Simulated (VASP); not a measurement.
# Al (Im-3m) in VASP: a series of runs

One crystal, Al, is run at these levels: vdW-DF, rev-vdW-DF2, revPBE+D2; tasks: electron localisation function, relaxation of the atoms, relaxation of cell and atoms.

Program: VASP 6.6.1. These are calculated values, not measurements. Logs are shortened: lines on timing, memory, paths and dates and some standing lists are left out, and cuts for length are marked.

## Step 1: The structure

It takes space group Im-3m (No. 229, cubic). The conventional cell has a = 3.182 Å, b = 3.182 Å, c = 3.182 Å, α = 90.00°, β = 90.00°, γ = 90.00°. Al (site symmetry m-3m) has 8 Al at 2.76 Å as nearest neighbours.

This isn't the form of Al at room conditions, which is fcc.

## Step 2: Electron localisation function, vdW-DF

Contents of INCAR:

```
SYSTEM = Al
AGGAC = 0.0
ALGO = Fast
EDIFF = 1E-6
ENCUT = 520
GGA = RE
ISIF = 2
ISMEAR = 1
LASPH = .True.
LCHARG = .True.
LELF = .True.
LREAL = .False.
LUSE_VDW = .True.
LWAVE = .False.
NELM = 60
PREC = Accurate
SIGMA = 0.1
```

Contents of KPOINTS:

```
k-points
0
Gamma
  12 12 12
  0 0 0
```

Contents of POSCAR:

```
Al
1.0
   -1.5912186900      1.5912186900      1.5912186900
    1.5912186900     -1.5912186900      1.5912186900
    1.5912186900      1.5912186900     -1.5912186900
Al
1
Direct
    0.0000000000      0.0000000000      0.0000000000
```

Potentials or basis: VASP PAW PBE potentials, release 64 (Al).

The run is started by

```console
$ cat potpaw_PBE.64/Al/POTCAR > POTCAR
$ mpirun -np 1 vasp_std > vasp.out
```

OUTCAR:

```text
SYSTEM = Al
   EDIFF = 1E-6
   ENCUT = 520
   GGA = RE
   ISIF = 2
   ISMEAR = 1
   LASPH = .True.
   LREAL = .False.
   NELM = 60
   PREC = Accurate

 ion  position               nearest neighbor table
   1  0.000  0.000  0.000-

  LATTYP: Found a body centered cubic cell.
 ALAT       =     3.1824373800

  Lattice vectors:

 A1 = (  -1.5912186900,   1.5912186900,   1.5912186900)
 A2 = (   1.5912186900,  -1.5912186900,   1.5912186900)
 A3 = (   1.5912186900,   1.5912186900,  -1.5912186900)

Analysis of symmetry for initial positions (statically):
=====================================================================
 Subroutine PRICEL returns:
 Original cell was already a primitive cell.

 Routine SETGRP: Setting up the symmetry group for a
 body centered cubic supercell.

 Subroutine GETGRP returns: Found 48 space group operations
 (whereof 48 operations were pure point group operations)
 out of a pool of 48 trial point group operations.

The static configuration has the point symmetry O_h .

Analysis of symmetry for dynamics (positions and initial velocities):
=====================================================================
 Subroutine PRICEL returns:
 Original cell was already a primitive cell.

 Routine SETGRP: Setting up the symmetry group for a
 body centered cubic supercell.

 Subroutine GETGRP returns: Found 48 space group operations
 (whereof 48 operations were pure point group operations)
 out of a pool of 48 trial point group operations.

The dynamic configuration has the point symmetry O_h .

 Subroutine INISYM returns: Found 48 space group operations
 (whereof 48 operations are pure point group operations),
 and found     1 'primitive' translations

----------------------------------------------------------------------------------------

                                     Primitive cell

  volume of cell :      16.1157

  direct lattice vectors                    reciprocal lattice vectors
    -1.591218690  1.591218690  1.591218690     0.000000000  0.314224565  0.314224565
     1.591218690 -1.591218690  1.591218690     0.314224565  0.000000000  0.314224565
     1.591218690  1.591218690 -1.591218690     0.314224565  0.314224565  0.000000000

  length of vectors
     2.756071617  2.756071617  2.756071617     0.444380641  0.444380641  0.444380641

  position of ions in fractional coordinates (direct lattice)
     0.000000000  0.000000000  0.000000000

  ion indices of the primitive-cell ions
   primitive index   ion index
                 1           1

----------------------------------------------------------------------------------------

 KPOINTS: k-points

Automatic generation of k-mesh.
 Grid dimensions read from file:
 generate k-points for:   12   12   12

 Generating k-lattice:

  Cartesian coordinates                     Fractional coordinates (reciprocal lattice)
     0.000000000  0.026185380  0.026185380     0.083333333  0.000000000  0.000000000
     0.026185380  0.000000000  0.026185380     0.000000000  0.083333333  0.000000000
     0.026185380  0.026185380  0.000000000     0.000000000  0.000000000  0.083333333

  Length of vectors
     0.037031720  0.037031720  0.037031720

  Shift w.r.t. Gamma in fractional coordinates (k-lattice)
     0.000000000  0.000000000  0.000000000

 Subroutine IBZKPT returns following result:
 ===========================================

 Found     72 irreducible k-points:

 Following reciprocal coordinates:
            Coordinates               Weight
  0.000000  0.000000  0.000000      1.000000
  0.083333  0.000000  0.000000     12.000000
  0.166667  0.000000  0.000000     12.000000
  0.250000  0.000000  0.000000     12.000000
  0.333333  0.000000  0.000000     12.000000
  0.416667  0.000000  0.000000     12.000000
[... 16 lines left out ...]
  0.333333  0.083333  0.083333     24.000000
  0.416667  0.083333  0.083333     12.000000
 [... further k-points ...]
   k-points           NKPTS =     72   k-points in BZ     NKDIM =     72   number of bands    NBANDS=      5
   number of dos      NEDOS =    301   number of ions     NIONS =      1
   total plane-waves  NPLWV =   8000
   dimension x,y,z NGX =    20 NGY =   20 NGZ =   20
   dimension x,y,z NGXF=    40 NGYF=   40 NGZF=   40
   ions per type =               1
   NGX,Y,Z   is equivalent  to a cutoff of  12.06, 12.06, 12.06 a.u.
   NGXF,Y,Z  is equivalent  to a cutoff of  24.13, 24.13, 24.13 a.u.
 SYSTEM =  Al
   PREC   = accura    normal or accurate (medium, high low for compatibility)
   ISTART =      0    job   : 0-new  1-cont  2-samecut
   ICHARG =      2    charge: 1-file 2-atom 10-const
   ISPIN  =      1    spin polarized calculation?
   LNONCOLLINEAR =      F non collinear calculations
   LSORBIT =      F    spin-orbit coupling
   LASPH  =      T    aspherical Exc in radial PAW
   ENCUT  =  520.0 eV  38.22 Ry    6.18 a.u.   5.12  5.12  5.12*2*pi/ulx,y,z
   NELM   =     60;   NELMIN=  2; NELMDL= -5     # of ELM steps
   EDIFF  = 0.1E-05   stopping-criterion for ELM
   LREAL  =      F    real-space projection
   EDIFFG = 0.1E-04   stopping-criterion for IOM
   NSW    =      0    number of steps for IOM
   IBRION =     -1    ionic relax: 0-MD 1-quasi-New 2-CG
   NFREE  =      0    steps in history (QN), initial steepest desc. (CG)
   ISIF   =      2    stress and relaxation
   ISYM   =      2    0-nonsym 1-usesym 2-fastsym
   POTIM  = 0.5000    time-step for ionic-motion
   TEBEG  =    0.0;   TEEND  =   0.0 temperature during run
   PSTRESS=    0.0 pullay stress
   NELECT =       3.0000    total number of electrons
   NUPDOWN=      -1.0000    fix difference up-down
   EMIN   =  10.00;   EMAX   =-10.00  energy-range for DOS
   EFERMI =   0.00;   METHOD = LEGACY
   ISMEAR =     1;   SIGMA  =   0.10  broadening in eV -4-tet -1-fermi 0-gaus
   EFERMI_NEDOS =   21; number of points for ismear=-14 and -15
   IALGO  =     68    algorithm
   IMIX   =      4    mixing-type and parameters
     AMIX     =   0.40;   BMIX     =  1.00
     AMIX_MAG =   1.60;   BMIX_MAG =  1.00
  volume/ion in A,a.u.               =      16.12       108.75
  Fermi-wavevector in a.u.,A,eV,Ry     =   0.934757  1.766435 11.888371  0.873771
  Thomas-Fermi vector in A             =   2.061595
   LORBIT       =      0    0 simple, 1 ext, 2 COOP (PROOUT), +10 PAW based schemes
   GGA     = RE    functional components
   LHFCALC =     F    Hartree Fock is set to
   AEXX    =    0.0000 exact exchange contribution
   IVDW_NL    =     1    kernel type
   BPARAM     = 6.3000
   IVDW    =     0    specifies the selected vdW correction
   LEPSILON=     F    determine dielectric tensor
   LRPA    =     F    only Hartree local field effects (RPA)
 non-spin polarized calculation
 RMM-DIIS sequential band-by-band and
 Methfessel and Paxton  Order N= 1 SIGMA  =   0.10
  energy-cutoff  :      520.00
  volume of cell :       16.12
 maximum number of plane-waves:       466
   NGX = 11   NGY = 11   NGZ = 11

 number of electron       3.0000000 magnetization

 Free energy of the ion-electron system (eV)
  ---------------------------------------------------
  ext. energy  EPLUGINS =         0.00000000
  ---------------------------------------------------
  free energy    TOTEN  =        -1.73592823 eV

  energy without entropy =       -1.73623723  energy(sigma->0) =       -1.73603123

 E-fermi :   8.2624     XC(G=0): -10.2277

 val. band max:        8.1964321125   @ k =  -0.4167  -0.4167   0.2500
 cond. band min:       8.2882101137   @ k =   0.3333   0.2500   0.0833
 fundamental gap:      0.0917780012
 Fermi energy:         8.2624493634

 k-point     1 :       0.0000    0.0000    0.0000
  band No.  band energies     occupation
      1      -2.9879      2.00000
      2      21.6566      0.00000
      3      21.6566      0.00000
      4      21.6566      0.00000
      5      23.2827      0.00000

 k-point     2 :       0.0833    0.0000    0.0000
  band No.  band energies     occupation
      1      -2.7851      2.00000
      2      19.5075      0.00000
      3      20.5021      0.00000
      4      20.9049      0.00000
      5      22.5054      0.00000

 k-point     3 :       0.1667    0.0000    0.0000
  band No.  band energies     occupation
      1      -2.1783      2.00000
      2      16.0648      0.00000
      3      19.1109      0.00000
      4      19.5495      0.00000
      5      21.1855      0.00000

 k-point     4 :       0.2500    0.0000    0.0000
  band No.  band energies     occupation
      1      -1.1728      2.00000
      2      12.6577      0.00000
      3      18.0027      0.00000
      4      18.3126      0.00000
      5      20.0279      0.00000

 k-point     5 :       0.3333    0.0000    0.0000
  band No.  band energies     occupation
      1       0.2230      2.00000
      2       9.5063     -0.00000
      3      17.2096      0.00000
      4      17.3819      0.00000
      5      19.1729      0.00000

 k-point     6 :       0.4167    0.0000    0.0000
  band No.  band energies     occupation
      1       1.9955      2.00000
      2       6.6717      2.00000
      3      16.7345      0.00000
      4      16.8115      0.00000
      5      18.6536      0.00000
[... 113 lines left out ...]
 k-point    21 :       0.1667    0.0833    0.0833
  band No.  band energies     occupation
      1      -0.7726      2.00000
      2      12.9929      0.00000
      3      14.9812      0.00000
      4      15.5317      0.00000
      5      23.8168      0.00000

 k-point    22 :       0.2500    0.0833    0.0833
  band No.  band energies     occupation
      1       0.6191      2.00000
      2       9.8684     -0.00000
      3      14.0500      0.00000
      4      14.6719      0.00000
      5      23.1159      0.00000

 k-point    23 :       0.3333    0.0833    0.0833
  band No.  band energies     occupation
      1       2.3861      2.00000
      2       7.0487      2.00000
      3      13.4871      0.00000
      4      14.1509      0.00000
      5      22.6294      0.00000

 k-point    24 :       0.4167    0.0833    0.0833
  band No.  band energies     occupation
      1       4.2867      2.00000
      2       4.7956      2.00000
      3      13.2989      0.00000
      4      13.9762      0.00000
      5      22.4640      0.00000

 [... further k-points ...]

------------------------ aborting loop because EDIFF is reached ----------------------------------------

  FORCE on cell =-STRESS in cart. coord.  units (eV):
  Direction    XX          YY          ZZ          XY          YZ          ZX
  --------------------------------------------------------------------------------------
  -------------------------------------------------------------------------------------
  Total        0.6415212      0.6415212      0.6415212     -0.0000000      0.0000000     -0.0000000
  in kB       63.7781648     63.7781648     63.7781648     -0.0000000      0.0000000     -0.0000000
  external PRESSURE =      63.7781648 kB  Pullay stress =       0.0000000 kB

 VOLUME and BASIS-vectors are now :
 -----------------------------------------------------------------------------
  energy-cutoff  :      520.00
  volume of cell :       16.12
      direct lattice vectors                 reciprocal lattice vectors
    -1.591218690  1.591218690  1.591218690     0.000000000  0.314224565  0.314224565
     1.591218690 -1.591218690  1.591218690     0.314224565  0.000000000  0.314224565
     1.591218690  1.591218690 -1.591218690     0.314224565  0.314224565  0.000000000

 POSITION                                       TOTAL-FORCE (eV/Angst)
 -----------------------------------------------------------------------------------
      0.00000      0.00000      0.00000         0.000000      0.000000      0.000000
 -----------------------------------------------------------------------------------
    total drift:                                0.000000     -0.000000     -0.000000

  FREE ENERGIE OF THE ION-ELECTRON SYSTEM (eV)
  ---------------------------------------------------
  free  energy   TOTEN  =        -1.7359282303 eV

  energy  without entropy=       -1.7362372335  energy(sigma->0) =       -1.73603123

Total vdW correction in eV:      0.5171120
```

Run time: 10 s. Hardware: 1 thread of Intel Xeon Platinum 8488C (Sapphire Rapids), shared host; peak memory 0.22 GiB.

What came out:

```
Free energy            : -1.7359 eV
Pressure               : 6.4 GPa
Band gap on the k mesh : none (metal or under the smearing width)
```

Levels at points of the mesh, in eV from the Fermi level:
```csv
k point,band 1,band 2,band 3,band 4,band 5
"(0.00, 0.00, 0.00)",-11.25,13.39,13.39,13.39,15.02
"(0.50, 0.00, 0.00)",-4.35,-3.86,8.31,8.36,10.22
"(0.50, 0.50, 0.50)",1.90,1.90,1.90,3.08,3.08
```

Caveat: the PAW data sets were made with another functional, which shifts forces and pressure a little.

## Step 3: Relaxation of the atoms, rev-vdW-DF2 (cell strained at random at fixed volume)

Contents of run.py:

```python
from ase import Atoms
from ase.calculators.vasp import Vasp
from ase.optimize import BFGSLineSearch

atoms = Atoms(
    ['Al'],
    cell=[[-1.692665, 1.608792, 1.570819], [1.628223, -1.62964, 1.527226], [1.639931, 1.576907, -1.591667]],
    scaled_positions=[[0.01432, 0.01398, 0.017202]],
    pbc=True,
)
calc = Vasp(
    directory='calc',
    xc='rev-vdw-df2',
    pp='PBE',
    setups='minimal',
    pp_version='54',
    prec='Accurate',
    encut=500,
    ediff=1e-07,
    ismear=-1,
    sigma=0.05,
    lreal=False,
    lasph=True,
    nelm=100,
    algo='Normal',
    isif=2,
    lwave=False,
    lcharg=False,
    kpts=[12, 12, 12],
    gamma=True,
)
atoms.calc = calc
opt = BFGSLineSearch(atoms, trajectory='relax.traj')
converged = opt.run(fmax=0.01, steps=40)
print('converged:', converged)

print('energy (eV):', atoms.get_potential_energy())
print('free energy (eV):', atoms.get_potential_energy(force_consistent=True))
print('forces (eV/A):')
print(atoms.get_forces())
print('stress (eV/A^3, Voigt):', atoms.get_stress())
print('Fermi level (eV):', calc.get_fermi_level())
print('cell (A, degrees):', atoms.cell.cellpar())
print('volume (A^3):', atoms.get_volume())
print('scaled positions:')
print(atoms.get_scaled_positions())
```

Potentials or basis: VASP PAW PBE potentials, release 54 (Al).

The run is started by

```console
$ python run.py
```

It took 34 s on 1 thread of Intel Xeon Platinum 8488C (Sapphire Rapids), shared host; peak memory 0.28 GiB.

Results (log left out):

```
Free energy             : -2.5206 eV
Pressure after relaxing : 3.9 GPa
Band gap on the k mesh  : none (metal or under the smearing width)
```

Stress tensor (GPa, compression positive):
```
4.95 1.27 0.85
1.27 3.64 0.31
0.85 0.31 3.19
```

Final structure:
```yaml
crystal:
  lattice:
    - [-1.69267, 1.60879, 1.57082]
    - [1.62822, -1.62964, 1.52723]
    - [1.63993, 1.57691, -1.59167]
  atoms:
    - { symbol: Al, position: [0.01432, 0.01398, 0.01720] }
```

Levels at points of the mesh, in eV from the Fermi level:
| k point | band 1 | band 2 | band 3 | band 4 | band 5 |
| --- | --- | --- | --- | --- | --- |
| (0.00, 0.00, 0.00) | -11.30 | 12.56 | 13.16 | 13.95 | 14.08 |
| (0.50, 0.00, 0.00) | -4.20 | -3.51 | 7.67 | 7.75 | 9.46 |
| (0.00, 0.50, 0.00) | -4.20 | -3.49 | 7.85 | 8.19 | 9.95 |
| (0.50, 0.50, 0.00) | -4.67 | -4.47 | 8.86 | 8.86 | 11.31 |
| (0.00, 0.00, 0.50) | -4.39 | -3.84 | 8.46 | 8.82 | 10.74 |
| (0.50, 0.00, 0.50) | -4.57 | -4.27 | 8.32 | 8.44 | 10.59 |
| (0.00, 0.50, 0.50) | -4.34 | -3.79 | 7.43 | 7.63 | 10.14 |
| (0.50, 0.50, 0.50) | 1.10 | 1.89 | 2.69 | 2.70 | 3.17 |

Caveat: the relaxation stopped at its first step, so nothing moved; the PAW data sets were made with another functional, which shifts forces and pressure a little.

(Part 1 of 2 ends here.)
